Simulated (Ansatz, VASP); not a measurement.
## Two plane-wave programs on K

The input INCAR:

```
SYSTEM = K
ALGO     = Normal         ! electronic algorithm
EDIFF    = 1E-7           ! SCF threshold, eV
ENCUT    = 520            ! plane-wave cutoff, eV
GGA      = PE             ! functional
ISIF     = 2              ! what is computed and relaxed
ISMEAR   = -1             ! smearing method
LASPH    = .True.         ! aspherical terms in the spheres
LCHARG   = .False.        ! write CHGCAR
LREAL    = .False.        ! projectors in reciprocal space
LWAVE    = .False.        ! write WAVECAR
NBANDS   = 10             ! bands
NELM     = 60             ! most SCF steps
PREC     = Accurate       ! precision mode
SIGMA    = 0.05           ! smearing width, eV
```

Contents of KPOINTS:

```
k-points
0
Gamma
  3 3 6
  0 0 0
```

Contents of POSCAR:

```
K
1.0
    9.9433780042      0.0000000000      0.0000000000
    0.0000000000      9.9433780042      0.0000000000
    0.0000000000      0.0000000000      4.2661506472
K
1
Direct
    0.0000000000      0.0000000000      0.0000000000
```

The input input.yaml:

```yaml
crystal:
  lattice:
    - [9.9433780042, 0.0, 0.0]
    - [0.0, 9.9433780042, 0.0]
    - [0.0, 0.0, 4.2661506472]
  atoms:
    - { symbol: K, position: [0.0, 0.0, 0.0] }
hamiltonian:
  xc: pbe
  pseudopotentials: { kind: paw }
kpoints:
  mp_grid: { grid: [3, 3, 6] }
scf:
  occupations: { method: fermi_dirac, width: 0.05 }
output:
  forces: true
  stress: true
  eigenvalues: true
```

Change from the starting cell: volume scaled by 0.96.

Alike in both runs: task single point; functional PBE; k mesh 3 × 3 × 6; occupations fermi-dirac, width 0.05 eV; no spin polarisation.

|  | VASP | Ansatz |
| --- | --- | --- |
| version | VASP 6.6.1 | Ansatz 0.2.0 |
| potentials or method | VASP PAW PBE potentials, release 64 (K_sv) | Ansatz PAW |
| plane-wave cutoff (eV) | 520 | 420 |
| valence electrons in the cell | 9 | 9 |

|  | VASP | Ansatz | Ansatz less VASP |
| --- | --- | --- | --- |
| gap on the k mesh at the Fermi level (eV) | none | none | - |
| pressure (GPa) | 0.0 | 0.0 | 0.00 |

A gap of «none» marks a metal or a gap that the smearing closes.
